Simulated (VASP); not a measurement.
# TiTe2 (P4/mmm) in VASP: reference runs

Reference runs on TiTe2: the cell as given.

Program: VASP 6.6.1. These are calculated values, not measurements. Logs are shortened: lines on timing, memory, paths and dates and some standing lists are left out, and cuts for length are marked.

## Step 1: The crystal as given

The structure is tetragonal, space group P4/mmm (No. 123). The conventional cell has a = 3.026 Å, b = 3.026 Å, c = 9.302 Å, α = 90.00°, β = 90.00°, γ = 90.00°. Around Ti (site symmetry 4/mmm) lie 2 Te at 2.74 Å and 4 Ti at 3.03 Å. Around Te (site symmetry 4mm) lie 1 Ti at 2.74 Å and 4 Te at 3.03 Å.

The cell was built by a generator and needn't be a form met in nature.

## Step 2: Single point, PBE

INCAR reads:

```
PREC = Accurate
ENCUT = 520
EDIFF = 1E-7
ISMEAR = -1
SIGMA = 0.05
LREAL = False
LASPH = True
NELM = 60
ALGO = Normal
ISIF = 2
LWAVE = False
LCHARG = False
GGA = PE
NBANDS = 19
```

KPOINTS reads:

```
Automatic mesh
0
Gamma
  9 9 3
```

POSCAR reads:

```
TiTe2
1.0
    3.0255700000      0.0000000000      0.0000000000
    0.0000000000      3.0255700000      0.0000000000
    0.0000000000      0.0000000000      9.3016300000
Ti Te
1 2
Direct
    0.0000000000      0.0000000000      0.0000000000
    0.0000000000      0.0000000000      0.2943100000
    0.0000000000      0.0000000000      0.7056900000
```

Potentials or basis: VASP PAW PBE potentials, release 64 (Ti_sv, Te).

Started as:

```sh
$ cat potpaw_PBE.64/Ti_sv/POTCAR potpaw_PBE.64/Te/POTCAR > POTCAR
$ mpirun -np 1 vasp_std > vasp.out
```

OUTCAR:

```text
PREC = Accurate
   ENCUT = 520
   EDIFF = 1E-7
   ISMEAR = -1
   LREAL = False
   LASPH = True
   NELM = 60
   ISIF = 2
   GGA = PE

 ion  position               nearest neighbor table
   1  0.000  0.000  0.000-   2 2.74   3 2.74
   2  0.000  0.000  0.294-   1 2.74
   3  0.000  0.000  0.706-   1 2.74

  LATTYP: Found a simple tetragonal cell.
 ALAT       =     3.0255700000
 C/A-ratio  =     3.0743397112

  Lattice vectors:

 A1 = (   3.0255700000,   0.0000000000,   0.0000000000)
 A2 = (   0.0000000000,   3.0255700000,   0.0000000000)
 A3 = (   0.0000000000,   0.0000000000,   9.3016300000)

Analysis of symmetry for initial positions (statically):
=====================================================================
 Subroutine PRICEL returns:
 Original cell was already a primitive cell.

 Routine SETGRP: Setting up the symmetry group for a
 simple tetragonal supercell.

 Subroutine GETGRP returns: Found 16 space group operations
 (whereof 16 operations were pure point group operations)
 out of a pool of 16 trial point group operations.

The static configuration has the point symmetry D_4h.

Analysis of symmetry for dynamics (positions and initial velocities):
=====================================================================
 Subroutine PRICEL returns:
 Original cell was already a primitive cell.

 Routine SETGRP: Setting up the symmetry group for a
 simple tetragonal supercell.

 Subroutine GETGRP returns: Found 16 space group operations
 (whereof 16 operations were pure point group operations)
 out of a pool of 16 trial point group operations.

The dynamic configuration has the point symmetry D_4h.

 Subroutine INISYM returns: Found 16 space group operations
 (whereof 16 operations are pure point group operations),
 and found     1 'primitive' translations

----------------------------------------------------------------------------------------

                                     Primitive cell

  volume of cell :      85.1478

  direct lattice vectors                    reciprocal lattice vectors
     3.025570000  0.000000000  0.000000000     0.330516233  0.000000000  0.000000000
     0.000000000  3.025570000  0.000000000     0.000000000  0.330516233  0.000000000
     0.000000000  0.000000000  9.301630000     0.000000000  0.000000000  0.107508039

[... 81 lines left out ...]
   LSORBIT =      F    spin-orbit coupling
   LASPH  =      T    aspherical Exc in radial PAW
   ENCUT  =  520.0 eV  38.22 Ry    6.18 a.u.   5.63  5.63 17.29*2*pi/ulx,y,z
   NELM   =     60;   NELMIN=  2; NELMDL= -5     # of ELM steps
   EDIFF  = 0.1E-06   stopping-criterion for ELM
   LREAL  =      F    real-space projection
   EDIFFG = 0.1E-05   stopping-criterion for IOM
   NSW    =      0    number of steps for IOM
   IBRION =     -1    ionic relax: 0-MD 1-quasi-New 2-CG
   NFREE  =      0    steps in history (QN), initial steepest desc. (CG)
   ISIF   =      2    stress and relaxation
   ISYM   =      2    0-nonsym 1-usesym 2-fastsym
   POTIM  = 0.5000    time-step for ionic-motion
   TEBEG  =    0.0;   TEEND  =   0.0 temperature during run
   PSTRESS=    0.0 pullay stress
   NELECT =      24.0000    total number of electrons
   NUPDOWN=      -1.0000    fix difference up-down
   EMIN   =  10.00;   EMAX   =-10.00  energy-range for DOS
   EFERMI =   0.00;   METHOD = LEGACY
   ISMEAR =    -1;   SIGMA  =   0.05  broadening in eV -4-tet -1-fermi 0-gaus
   EFERMI_NEDOS =   21; number of points for ismear=-14 and -15
   IALGO  =     38    algorithm
   IMIX   =      4    mixing-type and parameters
     AMIX     =   0.40;   BMIX     =  1.00
     AMIX_MAG =   1.60;   BMIX_MAG =  1.00
  volume/ion in A,a.u.               =      28.38       191.54
  Fermi-wavevector in a.u.,A,eV,Ry     =   1.073381  2.028397 15.675922  1.152148
  Thomas-Fermi vector in A             =   2.209179
   LORBIT       =      0    0 simple, 1 ext, 2 COOP (PROOUT), +10 PAW based schemes
   GGA     = PE    functional components
   LHFCALC =     F    Hartree Fock is set to
   AEXX    =    0.0000 exact exchange contribution
   IVDW    =     0    specifies the selected vdW correction
   LEPSILON=     F    determine dielectric tensor
   LRPA    =     F    only Hartree local field effects (RPA)
 non-spin polarized calculation
  energy-cutoff  :      520.00
  volume of cell :       85.15
 maximum number of plane-waves:      2318
 NGX is ok and might be reduce to    24
   NGX = 11   NGY = 11   NGZ = 35

 number of electron      23.9999998 magnetization

 Free energy of the ion-electron system (eV)
  ---------------------------------------------------
  ext. energy  EPLUGINS =         0.00000000
  ---------------------------------------------------
  free energy    TOTEN  =       -13.42170106 eV

  energy without entropy =      -13.39486641  energy(sigma->0) =      -13.40828373

 E-fermi :   6.7491     XC(G=0):  -9.5833

 val. band max:        6.7341467866   @ k =   0.2222   0.1111   0.0000
 cond. band min:       6.7750990756   @ k =   0.2222   0.1111   0.3333
 fundamental gap:      0.0409522890
 Fermi energy:         6.7491372440

 k-point     1 :       0.0000    0.0000    0.0000
  band No.  band energies     occupation
      1     -50.4371      2.00000
      2     -26.7520      2.00000
      3     -26.5418      2.00000
      4     -26.5418      2.00000
      5      -7.0415      2.00000
      6      -6.7269      2.00000
[... 505 lines left out ...]
      6      -4.3907      2.00000
[... 11 lines left out ...]
     18       9.9634      0.00000
     19      11.0434      0.00000

 [... further k-points ...]

------------------------ aborting loop because EDIFF is reached ----------------------------------------

  FORCE on cell =-STRESS in cart. coord.  units (eV):
  Direction    XX          YY          ZZ          XY          YZ          ZX
  --------------------------------------------------------------------------------------
  -------------------------------------------------------------------------------------
  Total        1.6571094      1.6571094      1.3686670      0.0000000      0.0000000      0.0000000
  in kB       31.1808737     31.1808737     25.7534207      0.0000000      0.0000000      0.0000000
  external PRESSURE =      29.3717227 kB  Pullay stress =       0.0000000 kB

 VOLUME and BASIS-vectors are now :
 -----------------------------------------------------------------------------
  energy-cutoff  :      520.00
  volume of cell :       85.15
      direct lattice vectors                 reciprocal lattice vectors
     3.025570000  0.000000000  0.000000000     0.330516233  0.000000000  0.000000000
     0.000000000  3.025570000  0.000000000     0.000000000  0.330516233  0.000000000
     0.000000000  0.000000000  9.301630000     0.000000000  0.000000000  0.107508039

 POSITION                                       TOTAL-FORCE (eV/Angst)
 -----------------------------------------------------------------------------------
      0.00000      0.00000      0.00000         0.000000      0.000000      0.000000
      0.00000      0.00000      2.73756         0.000000     -0.000000     -0.001704
      0.00000      0.00000      6.56407        -0.000000     -0.000000      0.001704
 -----------------------------------------------------------------------------------
    total drift:                                0.000000      0.000000     -0.000000

  FREE ENERGIE OF THE ION-ELECTRON SYSTEM (eV)
  ---------------------------------------------------
  free  energy   TOTEN  =       -13.4217010621 eV

  energy  without entropy=      -13.3948664052  energy(sigma->0) =      -13.40828373
```

It took 39 s on 1 thread of Intel Xeon Platinum 8259CL at 2.50GHz (Skylake/Cascade Lake), shared host; peak memory 0.21 GiB.

What came out:

| Item | Value |
| --- | --- |
| Free energy | -13.4217 eV |
| Pressure | 2.9 GPa |
| Band gap on the k mesh | none (metal or under the smearing width) |

Levels at points of the mesh, in eV from the Fermi level:
| k point | band 9 | band 10 | band 11 | band 12 | band 13 | band 14 | band 15 | band 16 |
| --- | --- | --- | --- | --- | --- | --- | --- | --- |
| (0.00, 0.00, 0.00) | -2.25 | -0.67 | 1.20 | 1.20 | 1.60 | 2.33 | 2.44 | 2.44 |

Caveat: this functional lacks dispersion, which binds the layers, so the pressure and a relaxed spacing across them are unreliable. The run has no spin-orbit coupling, so splittings on Te are missing.
